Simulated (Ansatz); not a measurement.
TiB2, 3 atoms in the cell. It takes space group P6/mmm (No. 191, hexagonal). The conventional cell has a = 3.029 Å, b = 3.029 Å, c = 3.228 Å, α = 90.00°, β = 90.00°, γ = 120.00°. Ti (site symmetry 6/mmm) has 12 B at 2.38 Å as nearest neighbours. B (site symmetry -6m2) has 3 B at 1.75 Å as nearest neighbours. 

```yaml
Program: Ansatz 0.2.0
Task: density of states
Functional: PBEsol
Potentials_or_basis: all-electron LAPW, scalar-relativistic
Cutoff: 282 eV (chosen from the basis error)
Basis_error_allowed: 0.002 eV/atom
k_mesh: 10 × 10 × 8
Occupations: fermi-dirac, width 0.05 eV
Spin: no spin polarisation
```

Potentials or basis: all-electron LAPW, scalar-relativistic.

Run with:

```bash
$ ansatz run input.yaml --threads 2 --pin off --max-ram 8192MiB --backend cpu --events-out ev --progress --plain --runs-dir out
```

Hardware: 2 threads of Arm Neoverse V2, on a shared host.

Problem. Estimate the wall time of this run.

Solution. Wall time 3.2 s on 2 threads of Arm Neoverse V2, on a shared host, peak memory 0.28 GiB. Counts: scf iterations 7, plane waves 255, k points 70, bands 15.
